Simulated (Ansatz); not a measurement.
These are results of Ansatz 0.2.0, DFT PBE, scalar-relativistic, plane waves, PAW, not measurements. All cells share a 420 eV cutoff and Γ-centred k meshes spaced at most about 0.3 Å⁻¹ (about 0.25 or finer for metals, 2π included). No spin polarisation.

All energies are static (0 K, no zero-point motion).

Question: Order these relaxed structures of AlH₄ by energy, lowest first, with the energy over the lowest of them.
1.

```
CELL_PARAMETERS angstrom
2.59732 0.00000 0.00000
0.00164 3.60328 0.00000
0.23455 1.47223 12.30607
ATOMIC_POSITIONS crystal
Al 0.87750 0.69281 0.70696
Al 0.92767 0.53828 0.30767
H 0.88733 0.99143 0.60246
H 0.43632 0.57718 0.21200
H 0.97492 0.14846 0.98088
H 0.92774 0.03866 0.30663
H 0.36956 0.83696 0.79426
H 0.41913 0.49964 0.40224
H 0.38023 0.39745 0.68012
H 0.79959 0.27914 0.00678
```

2.

```
CELL_PARAMETERS angstrom
3.04083 0.00000 0.00000
-1.52041 2.63343 0.00000
0.00000 0.00000 5.67999
ATOMIC_POSITIONS crystal
Al 0.00000 0.00000 0.00000
H 0.33333 0.66667 0.50000
H 0.33333 0.66667 0.32744
H 0.33333 0.66667 0.67256
H 0.33333 0.66667 0.00000
```

Answer: 1 (0 meV/atom), 2 (496 meV/atom). Forms: cell 1 P1; cell 2 P-6m2. Counting H atoms around Al (those within 1.25 times the shortest such distance or 1.15 times the sum of covalent radii; a plus sign parts nearer from farther groups; a slash parts the counts of unlike sites): cell 1 has Al 1+4/6; cell 2 has Al 3. Cell 1 holds H–H pairs as short as in free H₂ molecules (shortest 0.75 Å); in cell 2 the shortest H–H distance is 0.98 Å, near bonding range too. Origin: cell 1, invented, then shaken at random and relaxed again; cell 2, invented. Even the lowest of the cells shown lies +0.11 eV/atom against the elements.

No dispersion correction is applied, so the spacing and binding between layers, chains or molecules are poorly described (P1, P-6m2), and this can change margins and order among such cells. With hydrogen, zero-point motion can shift such differences by 10 meV/atom or more. Cells relaxed within their symmetry can be saddle points. Some candidate types were left out of the draw beforehand, so a known form may be missing.
